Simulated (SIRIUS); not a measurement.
# MgB2 (P6/mmm) in SIRIUS: equation of state, part 2 of 2

SIRIUS 7.12.0. Earlier steps stand in the parts before.

### 6 Single point, PBEsol, 10.07 Å³/atom (volume scaled by 1.04)

Input file sirius.json:

```json
{
  "control": {
    "processing_unit": "cpu",
    "verbosity": 2,
    "num_bands_to_print": 15,
    "print_forces": true,
    "print_stress": true
  },
  "parameters": {
    "electronic_structure_method": "pseudopotential",
    "xc_functionals": ["XC_GGA_X_PBE_SOL", "XC_GGA_C_PBE_SOL"],
    "gk_cutoff": 9.2,
    "pw_cutoff": 18.4,
    "ngridk": [10, 10, 8],
    "shiftk": [0, 0, 0],
    "smearing": "fermi_dirac",
    "smearing_width": 0.0018374661,
    "num_bands": 15,
    "num_mag_dims": 0,
    "num_dft_iter": 100,
    "energy_tol": 1e-08,
    "density_tol": 1e-06
  },
  "iterative_solver": {
    "type": "davidson",
    "min_tolerance": 1e-10
  },
  "mixer": {
    "type": "anderson",
    "beta": 0.7,
    "max_history": 8
  },
  "settings": {
    "tol_ne": 1e-10,
    "pseudo_grid_cutoff": 6.5
  },
  "unit_cell": {
    "lattice_vectors": [
      [5.906521853929, 0.0, 0.0],
      [-2.953260926965, 5.115197973626, 0.0],
      [0.0, 0.0, 6.745113935668]
    ],
    "atom_coordinate_units": "lattice",
    "atom_types": ["Mg", "B"],
    "atom_files": {
      "Mg": "Mg.json",
      "B": "B.json"
    },
    "atoms": {
      "Mg": [
        [0.0, 0.0, 0.0]
      ],
      "B": [
        [0.6666666667, 0.3333333333, 0.5],
        [0.3333333333, 0.6666666667, 0.5]
      ]
    }
  }
}
```

Potentials or basis: PseudoDojo 0.4.1 PBEsol standard (scalar relativistic).

Launch:

```bash
upf_to_json Mg.upf
upf_to_json B.upf
OMP_NUM_THREADS=1 sirius.scf --input=sirius.json --output=out.json --task=0
```

The log of the run:

```text
[info] SIRIUS version : 7.12.0
[info] number of MPI ranks           : 1
[info] MPI grid                      : 1 1
[info] maximum number of OMP threads : 1
[fft] FFT context for density and potential
[fft] =====================================
[fft]   comm size                             : 1
[fft]   plane wave cutoff                     : 18.4
[fft]   grid size                             : 40 40 45   total : 72000
[fft]   grid limits                           : -19 20   -19 20   -22 22
[fft]   number of G-vectors within the cutoff : 10730
[fft]   local number of G-vectors             : 10730
[fft]   number of G-shells                    : 1125
[fft] FFT context for coarse grid
[fft] =====================================
[fft]   comm size                             : 1
[fft]   plane wave cutoff                     : 18.4
[fft]   grid size                             : 40 40 45   total : 72000
[fft]   grid limits                           : -19 20   -19 20   -22 22
[fft]   number of G-vectors within the cutoff : 10730
[fft]   local number of G-vectors             : 10730
[fft]   number of G-shells                    : 1125
[unit cell] lattice vectors
[unit cell]   a1 :       5.9065218539      0.0000000000      0.0000000000
[unit cell]   a2 :      -2.9532609270      5.1151979736      0.0000000000
[unit cell]   a3 :       0.0000000000      0.0000000000      6.7451139357
[... 387 lines left out ...]
[ground_state] === stress_vloc ===
[ground_state]  7324.349822    0.000000    0.000000
[ground_state]     0.000000 7324.349822    0.000000
[ground_state]     0.000000    0.000000 6939.441178
[ground_state] === stress_xc ===
[ground_state]  4241.610058    0.000000    0.000000
[ground_state]     0.000000 4241.610057   -0.000000
[ground_state]     0.000000   -0.000000 4238.824136
[ground_state] === stress_core ===
[ground_state]   399.480079    0.000000    0.000000
[ground_state]     0.000000  399.480079    0.000000
[ground_state]     0.000000    0.000000  387.466452
[ground_state] === stress_nonloc ===
[ground_state] 17083.080055    0.000000    0.000000
[ground_state]     0.00000017083.080054    0.000000
[ground_state]     0.000000    0.00000017019.061479
[ground_state] === stress_us_nl ===
[ground_state] 17083.080055    0.000000    0.000000
[ground_state]     0.00000017083.080054    0.000000
[ground_state]     0.000000    0.00000017019.061479
[ground_state] === stress_total ===
[ground_state]    86.050528    0.000000    0.000000
[ground_state]     0.000000   86.050528   -0.000000
[ground_state]     0.000000   -0.000000   66.883821
[ground_state] ==== total Forces in Ha/bohr =====
[ground_state] atom:    0, force:       0.0000000      0.0000000      0.0000000
[ground_state] atom:    1, force:      -0.0000000      0.0000000      0.0000000
[ground_state] atom:    2, force:       0.0000000     -0.0000000     -0.0000000
[ground_state] ==== ultrasoft contribution from Qij =====
[ground_state] atom:    0, force:       0.0000000      0.0000000      0.0000000
[ground_state] atom:    1, force:       0.0000000      0.0000000      0.0000000
[ground_state] atom:    2, force:       0.0000000      0.0000000      0.0000000
[ground_state] ==== non-local contribution from Beta-projector =====
[ground_state] atom:    0, force:       0.0000000      0.0000000      0.0000000
[ground_state] atom:    1, force:      -0.0000000      0.0000000      0.0000000
[ground_state] atom:    2, force:       0.0000000     -0.0000000     -0.0000000
[ground_state] ==== contribution from local potential =====
[ground_state] atom:    0, force:       0.0000000      0.0000000      0.0000000
[ground_state] atom:    1, force:       0.0000000      0.0000000      0.0000000
[ground_state] atom:    2, force:       0.0000000     -0.0000000      0.0000000
[ground_state] ==== contribution from core density =====
[ground_state] atom:    0, force:       0.0000000      0.0000000      0.0000000
[ground_state] atom:    1, force:      -0.0000000      0.0000000      0.0000000
[ground_state] atom:    2, force:       0.0000000     -0.0000000      0.0000000
[ground_state] ==== Ewald forces from ions =====
[ground_state] atom:    0, force:       0.0000000      0.0000000      0.0000000
[ground_state] atom:    1, force:      -0.0000000      0.0000000      0.0000000
[ground_state] atom:    2, force:       0.0000000      0.0000000      0.0000000
[~DFT_ground_state] local op. applied: 27809
[~DFT_ground_state] evp. work count: 7536.66
[~DFT_ground_state] number of iterative solver steps: 1972
```

It took 27 s on 1 thread of Intel Xeon 6975P-C (Granite Rapids), shared host; peak memory 0.34 GiB.

Results:

| Quantity | Value |
| --- | --- |
| Free energy | -1773.9548 eV |
| Pressure | -8.0 GPa |
| Band gap on the k mesh | none (metal or under the smearing width) |

### 7 Single point, PBEsol, 10.26 Å³/atom (volume scaled by 1.06)

sirius.json: that of step 6 with these lines changed.

```diff
@@ -38,5 +38,5 @@
     "lattice_vectors": [
-      [5.906521853929, 0.0, 0.0],
-      [-2.953260926965, 5.115197973626, 0.0],
-      [0.0, 0.0, 6.745113935668]
+      [5.944144026596, 0.0, 0.0],
+      [-2.972072013298, 5.147779730823, 0.0],
+      [0.0, 0.0, 6.788077603097]
     ],
```

Launch:

```bash
upf_to_json Mg.upf
upf_to_json B.upf
OMP_NUM_THREADS=1 sirius.scf --input=sirius.json --output=out.json --task=0
```

Run time: 27 s. Hardware: 1 thread of Intel Xeon 6975P-C (Granite Rapids), shared host; peak memory 0.35 GiB.

Results (log left out):

* Free energy: -1773.9218 eV
* Pressure: -10.3 GPa
* Band gap on the k mesh: none (metal or under the smearing width)

### 8 Equation of state, PBEsol

Potentials or basis: PseudoDojo 0.4.1 PBEsol standard (scalar relativistic).

No new run: the results of the series are fitted here.

What came out:

* Equilibrium volume: 9.51 Å³/atom
* Bulk modulus at fixed shape and positions: 155 GPa
* Pressure derivative of the bulk modulus: 3.6

Energy against volume, from the lowest point:
| volume (Å³/atom) | energy (meV/atom) |
| --- | --- |
| 9.098 | 9.28 |
| 9.292 | 2.51 |
| 9.485 | 0.00 |
| 9.679 | 1.37 |
| 9.873 | 6.26 |
| 10.066 | 14.35 |
| 10.260 | 25.37 |

Caveat: the cell was scaled at fixed shape and fractional positions, which overstates the stiffness of a crystal with free parameters, most of all of layers and chains.
